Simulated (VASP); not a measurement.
InAs, 2 atoms in the cell. It takes space group F-43m (No. 216, cubic). Conventional cell: a = 6.036 Å, b = 6.036 Å, c = 6.036 Å, α = 90.00°, β = 90.00°, γ = 90.00°. Around In (site symmetry -43m) lie 4 As at 2.61 Å. As (site symmetry -43m) has 4 In at 2.61 Å as nearest neighbours. 

- Program: VASP 6.6.1
- Task: relaxation of cell and atoms
- Functional: PBEsol
- Potentials or basis: VASP PAW PBE potentials, release 64 (In_d, As)
- Cutoff: 520 eV
- k mesh: 10 × 10 × 10
- Occupations: gaussian, width 0.02 eV
- Spin: no spin polarisation
- Further INCAR settings: ALGO = Normal; EDIFF = 1e-07; IBRION = 2; EDIFFG = -0.002; NSW = 80; ISIF = 3

Potentials or basis: VASP PAW PBE potentials, release 64 (In_d, As).

Launch:

```console
$ cat potpaw_PBE.64/In_d/POTCAR potpaw_PBE.64/As/POTCAR > POTCAR
$ mpirun -np 4 vasp_std > vasp.out
```

Hardware: 4 MPI ranks on Intel(R) Xeon(R) Platinum 8488C (Sapphire Rapids), on a shared host.

Estimate the wall time of this run.

Wall time 14 s on 4 MPI ranks on Intel(R) Xeon(R) Platinum 8488C (Sapphire Rapids) (shared host), peak memory 0.2 GiB a rank. Counts: scf iterations 32, k points 47, ion steps 3.
